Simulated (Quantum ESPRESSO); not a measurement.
Crystal: PbO (Litharge).

```
Pb O
1.0
     3.99000    0.00000    0.00000
     0.00000    3.99000    0.00000
     0.00000    0.00000    5.01000
Pb O
2 2
Direct
  0.50000 0.00000 0.76000
  0.00000 0.50000 0.24000
  0.50000 0.50000 0.00000
  0.00000 0.00000 0.00000
```

Base run:

- Program: Quantum ESPRESSO 7.5
- Functional: PBEsol
- Potentials or basis: GBRV 1.5 PBEsol
- Cutoff: 612 eV
- Density cutoff: 4898 eV
- k mesh: 6 × 6 × 4, shifted
- Occupations: fermi-dirac, width 0.05 eV
- Spin: no spin polarisation

Its results: pressure -1.2 GPa; largest force 0.364 eV/Å; electronic dielectric tensor (diagonal) 6.95, 6.95, 6.36.

Problem. After a change of settings the same cell gave: pressure -3.9 GPa; largest force 0.623 eV/Å; electronic dielectric tensor (diagonal) 6.91, 6.91, 6.31. Which change was it?
A. functional from PBEsol to PBE; potentials or basis from GBRV 1.5 PBEsol to GBRV 1.5 PBE
B. functional from PBEsol to BLYP; potentials or basis from GBRV 1.5 PBEsol to GBRV 1.5 PBE
C. functional from PBEsol to LDA; potentials or basis from GBRV 1.5 PBEsol to GBRV 1.5 LDA
D. functional from PBEsol to AM05; potentials or basis from GBRV 1.5 PBEsol to GBRV 1.5 PBE

Solution. C.

Caveats: the cell is more than 3 GPa from zero pressure, which shifts response properties (some runs).
